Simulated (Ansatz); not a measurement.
## BaTiO3 in Ansatz: the effect of Hubbard term

The system is BaTiO3.

```
CELL_PARAMETERS angstrom
2.82767 1.63255 2.31773
-2.82767 1.63255 2.31773
0.00000 -3.26511 2.31773
ATOMIC_POSITIONS crystal
Ba 0.03347 0.98847 0.00184
Ti 0.50610 0.52748 0.53723
O 0.48625 0.49715 0.97115
O 0.47409 0.98642 0.47201
O 0.97879 0.47918 0.49647
```

The cell isn't the ideal one: all atoms moved at random, sigma 0.05 Å a component.

Alike in all runs:

```yaml
Program: Ansatz 0.2.0
Task: band structure
Functional: PBE
Potentials_or_basis: Ansatz PAW
Cutoff: "420 eV (not typed: the program's choice for these potentials)"
k_mesh: 7 × 7 × 7
Occupations: fermi-dirac, width 0.05 eV
Spin: no spin polarisation
Path: "[[\"G\", \"L\", \"B1\"], [\"B\", \"Z\", \"G\", \"X\"], [\"Q\", \"F\", \"P1\", \"Z\"], [\"L\", \"P\"]]"
Points_for_each_segment_of_the_path: 14
Hubbard_projectors: ortho-atomic (the default)
Double_counting: fll (the default)
```

```csv
Hubbard term,gap on the mesh (eV),pressure (GPa),largest force (eV/Å)
none,2.78,9.5,2.20
Ti d U = 1 eV,2.87,9.8,2.30
Ti d U = 2 eV,2.96,10.2,2.40
Ti d U = 3 eV,?,?,?
Ti d U = 4 eV,3.18,11.0,2.62
Ti d U = 5 eV,3.30,11.5,2.75
Ti d U = 6 eV,3.44,11.9,2.88
Ti d U = 8 eV,3.70,13.0,3.18
```

Problem. What does the run with Hubbard term Ti d U = 3 eV give?

Solution. gap on the mesh 3.07 eV; pressure 10.6 GPa; largest force 2.51 eV/Å.

Worked out: A parabola through the other rows of the gap on the mesh, of slope 0.109 eV per eV there, gives 3.07 eV, against the run's 3.07. A parabola through the other rows of the pressure, of slope 0.409 GPa per eV there, gives 10.6 GPa, against the run's 10.6. A parabola through the other rows of the largest force, of slope 0.113 eV/Å per eV there, gives 2.51 eV/Å, against the run's 2.51.

Caveats: spin-orbit coupling is left out, which moves the levels of the heavy elements; forces of over 1 eV/Å show positions far from the minimum, so gaps and moduli don't describe the material at rest; the k mesh misses the band edges, so the gap on the mesh is wider than the one along the path (some runs).
